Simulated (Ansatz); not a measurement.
SCF log, Fe

Fe is taken as an experimental structure (space group Fm-3m, primitive cell doubled), 2 atoms in the cell. The computed pressure is over 10 GPa in size, so the cell is far from the computed equilibrium volume. Source: COD entry 9015529; it may be a high-temperature, high-pressure or metastable form.

The calculation used Ansatz, DFT, r2SCAN, PAW, plane waves, scalar-relativistic.

Input file:

```yaml
crystal:
  lattice:
    - [0.0, 1.7655, 1.7655]
    - [1.7655, 0.0, 1.7655]
    - [3.531, 3.531, 0.0]
  atoms:
    - { symbol: Fe, position: [0.0, 0.0, 0.0], spin: 0.4 }
    - { symbol: Fe, position: [0.0, 0.0, 0.5], spin: 0.4 }
magnetization:
  spin_polarized: true
hamiltonian:
  xc: r2scan
  pseudopotentials: { kind: paw }
basis:
  ecutwfc: 500
kpoints:
  mp_grid: { grid: [12, 12, 6] }
scf:
  occupations: { method: fermi_dirac, width: 0.05 }
  lower_state_search: "off"
output:
  forces: true
  stress: true
  write_density: true
  write_potential: true
  elf: true
  volumetric_format: npy
```

Launched as:
```sh
ansatz run input.yaml --threads 2 --pin off --max-ram 5120MiB --backend cpu --events-out ev --progress --plain --runs-dir out
```

What the program printed (shortened):

```
Pseudopotentials: kind: paw
Pseudopotential: Fe, paw, valence charge 16, recommended cutoff 500 eV (meta_gga), Fe.paw.azcp
Functional definition: r2SCAN
Crystal: 2 atoms, lattice volume = 22.012 Å³
Basis set: ecut = 500 eV, 555 PW (Γ), exchange–correlation on 80×80×160 points (64 copies of the dense FFT grid, shifted against one another)
Bands: 21, of which v1, the nominal top of the filled ones, is band 16 counted from 1 (15 counted from 0)
Symmetry: 24 space group operations
Space group: Fm-3m (ITA 225), of the structure as read, at distance tolerance 2.8e-5 Å
Magnetic group: BNS 225.116 (UNI 1618), of the structure as read, at distance tolerance 2.8e-5 Å
k-points: 98 of 864
Non-local potential: Fe, projectors of the file, l = 0: 3, l = 1: 2, l = 2: 3, l = 3: 1
PAW frozen core: Fe, regenerated for the run's functional (the file was generated under x = pbe(κ = 0.804, μ = 0.2195149727645171), c = pbe(β = 0.06672455060314922))
Initial density: superposition of atomic densities (chi_scale 0.1, normalization cell)
Starting moments: Σ|m| = 0.8 μB on 2 of 2 sites
Initial wavefunctions: pseudopotential atomic-orbital guess
Functional: x = r2scan, c = r2scan; τ floored in thin density (d = 2e-4 eV/Å³)
SCF iter   1: F=-8969.190340 eV  HF=-8970.399255 eV  |F-HF|=1.21e0  |Δ(HF+E_count)|=         —  Δρ=5.80e-2 (↑5.80e-2 ↓5.38e-2)  dr2=1.65e0  dr2_τ=1.66e-2  dr2_m=9.96e-3  M=0.656 μB ∫|m|=0.670 μB  β_m=0.30  ethr=3.10e-3  ⟨swp⟩=4.9  Hψ=17056  notcnv=0
preconditioner: auto → none  [metal: Δε(μ)=0.021 eV  Ē_g=6.023 eV  σ=0.050 eV  W_gap=0.11  n_scr=2 (ndim 8)  ℏωp=31.7 eV  f_vac=0.000  D(μ)=4.09/eV (n_scr^D=60)  sad-step TF]
SCF iter   2: F=-8970.079907 eV  HF=-8970.180914 eV  |F-HF|=1.01e-1  |Δ(HF+E_count)|=   2.18e-1  Δρ=2.43e-2 (↑1.62e-2 ↓2.43e-2)  dr2=2.07e-1  dr2_τ=7.56e-3  dr2_m=1.47e-2  M=0.749 μB ∫|m|=0.773 μB  β_m=1.00  ethr=3.10e-3  ⟨swp⟩=3.0  Hψ=8720  notcnv=0  κ⁻¹=1.0e0(r=1)
SCF iter   3: F=-8970.200270 eV  HF=-8970.161983 eV  |F-HF|=3.83e-2  |Δ(HF+E_count)|=   1.89e-2  Δρ=1.75e-2 (↑1.05e-2 ↓1.75e-2)  dr2=2.06e-2  dr2_τ=1.13e-3  dr2_m=3.58e-2  M=0.914 μB ∫|m|=0.967 μB  β_m=1.00  ethr=6.47e-4  ⟨swp⟩=2.5  Hψ=7146  notcnv=0  κ⁻¹=5.8e-4(r=2)
SCF iter   4: F=-8970.278355 eV  HF=-8970.176151 eV  |F-HF|=1.02e-1  |Δ(HF+E_count)|=   1.42e-2  Δρ=2.35e-2 (↑2.35e-2 ↓1.20e-2)  dr2=2.65e-2  dr2_τ=9.71e-4  dr2_m=5.96e-2  M=1.156 μB ∫|m|=1.217 μB  β_m=1.00  ethr=6.42e-5  ⟨swp⟩=3.0  Hψ=9931  notcnv=0  κ⁻¹=4.1e-5(r=3)
SCF iter   5: F=-8970.373287 eV  HF=-8970.195063 eV  |F-HF|=1.78e-1  |Δ(HF+E_count)|=   1.89e-2  Δρ=1.77e-2 (↑1.77e-2 ↓1.67e-2)  dr2=1.54e-3  dr2_τ=1.00e-3  dr2_m=5.86e-2  M=1.401 μB ∫|m|=1.468 μB  β_m=1.00  ethr=6.42e-5  ⟨swp⟩=2.6  Hψ=9443  notcnv=0  κ⁻¹=4.0e-5(r=4)
SCF iter   6: F=-8970.466401 eV  HF=-8970.235539 eV  |F-HF|=2.31e-1  |Δ(HF+E_count)|=   4.05e-2  Δρ=1.87e-2 (↑1.87e-2 ↓1.57e-2)  dr2=6.83e-3  dr2_τ=8.38e-4  dr2_m=5.52e-2  M=1.634 μB ∫|m|=1.711 μB  β_m=1.00  ethr=4.82e-6  ⟨swp⟩=2.2  Hψ=9696  notcnv=0  κ⁻¹=7.2e-7(r=5)
SCF iter   7: F=-8970.545919 eV  HF=-8970.295148 eV  |F-HF|=2.51e-1  |Δ(HF+E_count)|=   5.96e-2  Δρ=1.84e-2 (↑1.84e-2 ↓1.34e-2)  dr2=1.20e-2  dr2_τ=6.48e-4  dr2_m=4.45e-2  M=1.840 μB ∫|m|=1.930 μB  β_m=1.00  ethr=4.82e-6  ⟨swp⟩=2.4  Hψ=9270  notcnv=0  κ⁻¹=3.6e-7(r=6)
SCF iter   8: F=-8970.603120 eV  HF=-8970.363986 eV  |F-HF|=2.39e-1  |Δ(HF+E_count)|=   6.88e-2  Δρ=1.59e-2 (↑1.59e-2 ↓1.09e-2)  dr2=1.07e-2  dr2_τ=4.52e-4  dr2_m=2.98e-2  M=2.006 μB ∫|m|=2.108 μB  β_m=1.00  ethr=4.82e-6  ⟨swp⟩=2.3  Hψ=9471  notcnv=0  defer=2  κ⁻¹=1.3e-7(r=7)
SCF iter   9: F=-8970.644205 eV  HF=-8970.437947 eV  |F-HF|=2.06e-1  |Δ(HF+E_count)|=   7.40e-2  Δρ=1.67e-2 (↑1.67e-2 ↓9.92e-3)  dr2=1.44e-2  dr2_τ=4.30e-4  dr2_m=2.77e-2  M=2.165 μB ∫|m|=2.280 μB  β_m=1.00  ethr=4.82e-6  ⟨swp⟩=2.4  Hψ=8381  notcnv=0  defer=2  κ⁻¹=1.3e-8(r=8)
SCF iter  10: F=-8970.681122 eV  HF=-8970.501906 eV  |F-HF|=1.79e-1  |Δ(HF+E_count)|=   6.40e-2  Δρ=1.64e-2 (↑1.64e-2 ↓9.42e-3)  dr2=1.26e-2  dr2_τ=4.08e-4  dr2_m=2.66e-2  M=2.321 μB ∫|m|=2.449 μB  β_m=1.00  ethr=4.82e-6  ⟨swp⟩=2.1  Hψ=8043  notcnv=0  defer=2  κ⁻¹=3.5e-8(r=8)
SCF iter  11: F=-8970.708488 eV  HF=-8970.554125 eV  |F-HF|=1.54e-1  |Δ(HF+E_count)|=   5.22e-2  Δρ=1.59e-2 (↑1.59e-2 ↓8.04e-3)  dr2=1.47e-2  dr2_τ=3.65e-4  dr2_m=2.12e-2  M=2.454 μB ∫|m|=2.598 μB  β_m=1.00  ethr=4.82e-6  ⟨swp⟩=2.1  Hψ=9326  notcnv=0  defer=2  κ⁻¹=3.4e-8(r=8)
SCF iter  12: F=-8970.727700 eV  HF=-8970.601037 eV  |F-HF|=1.27e-1  |Δ(HF+E_count)|=   4.69e-2  Δρ=1.53e-2 (↑1.53e-2 ↓6.65e-3)  dr2=1.82e-2  dr2_τ=3.52e-4  dr2_m=1.56e-2  M=2.561 μB ∫|m|=2.723 μB  β_m=1.00  ethr=4.82e-6  ⟨swp⟩=2.0  Hψ=9009  notcnv=0  defer=3  κ⁻¹=2.0e-7(r=8)
SCF iter  13: F=-8970.742234 eV  HF=-8970.643012 eV  |F-HF|=9.92e-2  |Δ(HF+E_count)|=   4.20e-2  Δρ=1.52e-2 (↑1.52e-2 ↓5.86e-3)  dr2=2.18e-2  dr2_τ=3.71e-4  dr2_m=1.26e-2  M=2.654 μB ∫|m|=2.833 μB  β_m=1.20  ethr=4.82e-6  ⟨swp⟩=2.0  Hψ=8958  notcnv=0  defer=3
Mixer restart at iter 13: flushing history
[... 20 iterations left out ...]
SCF iter  34: F=-8970.625679 eV  HF=-8970.627336 eV  |F-HF|=1.66e-3  |Δ(HF+E_count)|=   1.42e-1  Δρ=2.32e-2 (↑2.32e-2 ↓1.15e-2)  dr2=2.49e-2  dr2_τ=1.15e-3  dr2_m=5.63e-2  M=1.771 μB ∫|m|=1.949 μB  β_m=1.20  ethr=3.23e-6  ⟨swp⟩=3.8  Hψ=11555  notcnv=0  defer=43  κ⁻¹=6.4e-7(r=8)
SCF iter  35: F=-8970.655756 eV  HF=-8970.647586 eV  |F-HF|=8.17e-3  |Δ(HF+E_count)|=   2.02e-2  Δρ=2.23e-2 (↑2.23e-2 ↓1.43e-2)  dr2=1.02e-2  dr2_τ=1.02e-3  dr2_m=6.64e-2  M=1.965 μB ∫|m|=2.124 μB  β_m=1.20  ethr=3.23e-6  ⟨swp⟩=2.1  Hψ=10187  notcnv=0  defer=29  κ⁻¹=1.3e-6(r=8)
SCF iter  36: F=-8970.727887 eV  HF=-8970.710201 eV  |F-HF|=1.77e-2  |Δ(HF+E_count)|=   6.26e-2  Δρ=2.34e-2 (↑2.34e-2 ↓1.45e-2)  dr2=1.20e-2  dr2_τ=1.09e-3  dr2_m=7.10e-2  M=2.487 μB ∫|m|=2.669 μB  β_m=1.20  ethr=3.23e-6  ⟨swp⟩=3.0  Hψ=9957  notcnv=0  defer=29  κ⁻¹=9.0e-7(r=8)
SCF iter  37: F=-8970.656086 eV  HF=-8970.656492 eV  |F-HF|=4.06e-4  |Δ(HF+E_count)|=   5.37e-2  Δρ=2.41e-2 (↑2.41e-2 ↓1.23e-2)  dr2=2.29e-2  dr2_τ=1.16e-3  dr2_m=6.42e-2  M=2.033 μB ∫|m|=2.197 μB  β_m=1.20  ethr=3.23e-6  ⟨swp⟩=2.6  Hψ=10118  notcnv=0  defer=36  κ⁻¹=1.0e-6(r=8)
SCF iter  38: F=-8970.601352 eV  HF=-8970.600184 eV  |F-HF|=1.17e-3  |Δ(HF+E_count)|=   5.63e-2  Δρ=2.44e-2 (↑2.44e-2 ↓1.32e-2)  dr2=2.10e-2  dr2_τ=1.23e-3  dr2_m=6.92e-2  M=1.515 μB ∫|m|=1.736 μB  β_m=1.20  ethr=3.23e-6  ⟨swp⟩=2.9  Hψ=10374  notcnv=0  defer=37  κ⁻¹=2.6e-6(r=8)
SCF iter  39: F=-8970.703218 eV  HF=-8970.676348 eV  |F-HF|=2.69e-2  |Δ(HF+E_count)|=   7.62e-2  Δρ=1.96e-2 (↑1.96e-2 ↓1.77e-2)  dr2=4.92e-4  dr2_τ=1.01e-3  dr2_m=7.00e-2  M=2.286 μB ∫|m|=2.443 μB  β_m=1.20  ethr=3.23e-6  ⟨swp⟩=3.0  Hψ=11398  notcnv=0  defer=29  κ⁻¹=3.3e-6(r=8)
SCF iter  40: F=-8970.631446 eV  HF=-8970.616244 eV  |F-HF|=1.52e-2  |Δ(HF+E_count)|=   6.01e-2  Δρ=1.15e-2 (↑1.15e-2 ↓6.83e-3)  dr2=3.59e-3  dr2_τ=2.24e-4  dr2_m=1.67e-2  M=1.694 μB ∫|m|=1.881 μB  β_m=1.20  ethr=1.54e-6  ⟨swp⟩=3.1  Hψ=10690  notcnv=0  defer=30  κ⁻¹=2.7e-6(r=8)
SCF iter  41: F=-8970.913335 eV  HF=-8970.852540 eV  |F-HF|=6.08e-2  |Δ(HF+E_count)|=   2.36e-1  Δρ=3.05e-2 (↑3.05e-2 ↓2.69e-2)  dr2=1.79e-3  dr2_τ=2.42e-3  dr2_m=1.66e-1  M=3.541 μB ∫|m|=3.816 μB  β_m=1.20  ethr=1.54e-6  ⟨swp⟩=3.9  Hψ=14446  notcnv=0  defer=31  κ⁻¹=1.8e-6(r=8)
SCF iter  42: F=-8970.658180 eV  HF=-8970.645721 eV  |F-HF|=1.25e-2  |Δ(HF+E_count)|=   2.07e-1  Δρ=1.79e-2 (↑1.79e-2 ↓1.15e-2)  dr2=6.57e-3  dr2_τ=6.62e-4  dr2_m=4.28e-2  M=1.966 μB ∫|m|=2.126 μB  β_m=1.20  ethr=1.54e-6  ⟨swp⟩=3.6  Hψ=13949  notcnv=0  defer=83  κ⁻¹=1.4e-6(r=8)
SCF iter  43: F=-8970.661819 eV  HF=-8970.650943 eV  |F-HF|=1.09e-2  |Δ(HF+E_count)|=   5.22e-3  Δρ=1.99e-2 (↑1.99e-2 ↓1.05e-2)  dr2=1.46e-2  dr2_τ=7.04e-4  dr2_m=4.50e-2  M=2.041 μB ∫|m|=2.198 μB  β_m=1.20  ethr=1.54e-6  ⟨swp⟩=2.1  Hψ=9155  notcnv=0  defer=71  κ⁻¹=1.7e-6(r=8)
SCF iter  44: F=-8970.697998 eV  HF=-8970.674220 eV  |F-HF|=2.38e-2  |Δ(HF+E_count)|=   2.33e-2  Δρ=1.83e-2 (↑1.83e-2 ↓1.33e-2)  dr2=3.73e-3  dr2_τ=7.22e-4  dr2_m=5.03e-2  M=2.268 μB ∫|m|=2.429 μB  β_m=1.20  ethr=1.54e-6  ⟨swp⟩=2.5  Hψ=9156  notcnv=0  defer=71  κ⁻¹=1.6e-6(r=8)
SCF iter  45: F=-8970.566185 eV  HF=-8970.569486 eV  |F-HF|=3.30e-3  |Δ(HF+E_count)|=   1.05e-1  Δρ=1.91e-2 (↑1.91e-2 ↓8.26e-3)  dr2=2.06e-2  dr2_τ=6.22e-4  dr2_m=3.51e-2  M=1.186 μB ∫|m|=1.530 μB  β_m=1.20  ethr=1.54e-6  ⟨swp⟩=5.2  Hψ=13644  notcnv=0  defer=71  κ⁻¹=1.2e-6(r=8)
SCF iter  46: F=-8970.512361 eV  HF=-8970.515525 eV  |F-HF|=3.16e-3  |Δ(HF+E_count)|=   5.40e-2  Δρ=2.82e-2 (↑2.82e-2 ↓1.38e-2)  dr2=3.39e-2  dr2_τ=1.41e-3  dr2_m=8.57e-2  M=0.847 μB ∫|m|=1.435 μB  β_m=1.20  ethr=1.54e-6  ⟨swp⟩=3.0  Hψ=11690  notcnv=0  defer=16  κ⁻¹=1.1e-6(r=8)
SCF iter  47: F=-8970.517110 eV  HF=-8970.519901 eV  |F-HF|=2.79e-3  |Δ(HF+E_count)|=   4.38e-3  Δρ=2.77e-2 (↑2.77e-2 ↓1.36e-2)  dr2=3.29e-2  dr2_τ=1.37e-3  dr2_m=8.31e-2  M=0.874 μB ∫|m|=1.441 μB  ethr=1.54e-6  ⟨swp⟩=3.0  Hψ=20570  notcnv=0
Mixer restart at iter 47: flushing history
iteration 47: the SCF's residuals had fallen too slowly under its mixing. It goes on by minimising its free energy, and can end on another state than longer mixing would; under `scf.algorithm: density_mixing` no SCF does so, but by `scf.convergence.dm_fallback`
SCF iter  48: F=-8970.659478 eV  HF=-8970.656703 eV  |F-HF|=2.78e-3  |Δ(HF+E_count)|=   1.37e-1  Δρ=2.02e-2 (↑1.18e-2 ↓2.02e-2)  dr2=9.17e-3  dr2_τ=4.04e-4  dr2_m=5.13e-2  M=2.063 μB ∫|m|=2.192 μB  ethr=1.54e-6  ⟨swp⟩=3.5  Hψ=36445  notcnv=0
SCF iter  49: F=-8971.449446 eV  HF=-8971.462144 eV  |F-HF|=1.27e-2  |Δ(HF+E_count)|=   8.05e-1  Δρ=7.18e-3 (↑7.18e-3 ↓2.17e-3)  dr2=9.06e-3  dr2_τ=1.01e-4  dr2_m=1.35e-3  M=5.434 μB ∫|m|=5.865 μB  ethr=1.54e-6  ⟨swp⟩=4.5  Hψ=30483  notcnv=0
SCF iter  50: F=-8971.458965 eV  HF=-8971.458949 eV  |F-HF|=1.65e-5  |Δ(HF+E_count)|=   3.19e-3  Δρ=4.75e-4 (↑4.75e-4 ↓4.24e-4)  dr2=7.51e-6  dr2_τ=1.45e-6  dr2_m=3.79e-5  M=5.434 μB ∫|m|=5.870 μB  ethr=1.54e-6  ⟨swp⟩=4.0  Hψ=25221  notcnv=0
SCF iter  51: F=-8971.458976 eV  HF=-8971.458976 eV  |F-HF|=1.09e-7  |Δ(HF+E_count)|=   2.69e-5  Δρ=5.37e-5 (↑5.37e-5 ↓4.38e-5)  dr2=1.92e-8  dr2_τ=5.62e-9  dr2_m=4.71e-7  M=5.435 μB ∫|m|=5.873 μB  ethr=3.13e-10  ⟨swp⟩=8.5  Hψ=31954  notcnv=0
SCF iter  52: F=-8971.458976 eV  HF=-8971.458976 eV  |F-HF|=6.55e-11  |Δ(HF+E_count)|=   2.45e-7  Δρ=3.30e-6 (↑1.01e-6 ↓3.30e-6)  dr2=9.47e-10  dr2_τ=1.63e-11  dr2_m=8.41e-10  M=5.435 μB ∫|m|=5.873 μB  ethr=5.99e-11  ⟨swp⟩=6.0  Hψ=26194  notcnv=0
SCF iter  53: F=-8971.458976 eV  HF=-8971.458976 eV  |F-HF|=6.37e-11  |Δ(HF+E_count)|=  3.64e-12  Δρ=3.30e-6 (↑1.01e-6 ↓3.30e-6)  dr2=9.47e-10  dr2_τ=1.63e-11  dr2_m=8.41e-10  M=5.435 μB ∫|m|=5.873 μB  ethr=2.96e-12  ⟨swp⟩=5.1  Hψ=25962  notcnv=0
SCF 1 converged in 53 iterations: F = -8971.458976 eV  dr2 = 9.47e-10
  greatest PAW one-centre occupation: 1.005 electrons in one spin orbital (limit 2), on the Fe atom at site 1 (counted from 0), in its partial waves of l = 1
SCF converged after 53 iterations
Magnetization: 5.4346 μB (18.7173 up, 13.2827 down)
Absolute magnetization: 5.8740 μB (∫|ρ↑−ρ↓|, with the PAW one-centre terms)
Spin contamination: 0.1726 ħ² per cell (⟨S²⟩ above its minimum at these occupations)
Per-site moments (μB) at R_I (Å): [(2.8175, 1.0299), (2.8175, 1.0299)]
Free energy (F): -8971.458976 eV
Harris-Foulkes:  -8971.458976 eV  (|F-HF|=6.37e-11)
Internal energy: -8971.447860 eV  (E = F + TS)
E sigma→0 (E₀):  -8971.453418 eV
Entropy (-TS):   -0.011117 eV (-5.558 meV/atom)
Fermi energy:    19.598873 eV
--- Per-component energies (eV) ---
  E_band       = -442.970692
  E_kinetic    = 701.579726
  E_local      = -4059.148471  (includes V_loc(G=0)·N_el)
  E_nonlocal   = 446.624005
  E_hartree    = 1712.792892
  E_xc         = -227.219409
  E_vxc        = -337.300852  (∫ρ·V_xc dr)
  E_paw        = -2758.973234  (= ΣΔE_a)
  E_vpaw       = -644.567456  (= ΣTr[D̂ρ^β])
  E_aug_tail   = 0.000487  (compensation charges beyond the density's cutoff)
  E_vtau       = 24.253513  (kinetic-family band-sum trace: ∫τ·v_τ [+ j·A + Jᵃ·Aᵃ] dr)
  E_ewald      = -4786.524905
  E_core_change = -0.578950  (= ΣΔE_core)
  E_smearing   = -0.011117  (= −TS)
  E_closure    = -0.000000  (closes the sum)
  Σ components = -8971.458976   (vs F -8971.458976, Δ=0.00e0)
--- Forces (eV/Å), atoms counted from 1 ---
  atom   1  Fe     0.00000000     0.00000000    -0.00000000
  atom   2  Fe     0.00000000    -0.00000000    -0.00000000
  max |Σ_I F_I| component: 3.37e-29 eV/Å
--- Stress (GPa, compression-positive) ---
       20.902243      -0.000123       0.000123
       -0.000123      20.902243       0.000123
        0.000123       0.000123      20.902243
  P = ⅓ Tr σ = 20.9022 GPa (209.022 kbar)
--- Band table (eV; the first three rows and the last of 196) ---
  k-point 0 ↑: bands = ["-72.9055", "-72.8229", "-37.7854", "-37.3940", "-37.3940", "-37.3313", "-37.3313", "-37.3313", "10.1829", "13.5938", "15.9842", "15.9842", "16.1908", "16.1909", "16.1909", "17.2797", "17.2797", "18.3720", "18.3720", "19.1809", "26.0806"]
  k-point 1 ↑: bands = ["-72.9000", "-72.8284", "-37.7556", "-37.3898", "-37.3898", "-37.3623", "-37.3355", "-37.3355", "10.4707", "13.5671", "16.0402", "16.0402", "16.1085", "16.2634", "16.2634", "17.2505", "17.2505", "18.1582", "18.2388", "18.2388", "27.6020"]
  k-point 2 ↑: bands = ["-72.8849", "-72.8436", "-37.6736", "-37.4466", "-37.3784", "-37.3784", "-37.3470", "-37.3470", "11.2857", "13.3026", "15.9322", "16.1872", "16.1872", "16.3892", "16.3892", "16.6035", "17.2540", "17.2540", "17.8955", "17.8955", "30.8132"]
  k-point 97 ↓: bands = ["-68.4721", "-68.4721", "-33.4211", "-33.4211", "-33.3256", "-33.3256", "-33.1471", "-33.1471", "17.0140", "17.0140", "17.3952", "17.3952", "18.4926", "18.4926", "21.3218", "21.3218", "22.2110", "22.2110", "26.6084", "26.6084", "28.8238"]
```

Among 12 converged runs of this cell from various starts and settings, this end is the lowest found.

r2SCAN tends to overstate moments and magnetic energies in itinerant metals.

The run took 67 s on 2 threads of Arm Neoverse V1, with other jobs on the host, peak memory 0.64 GiB.
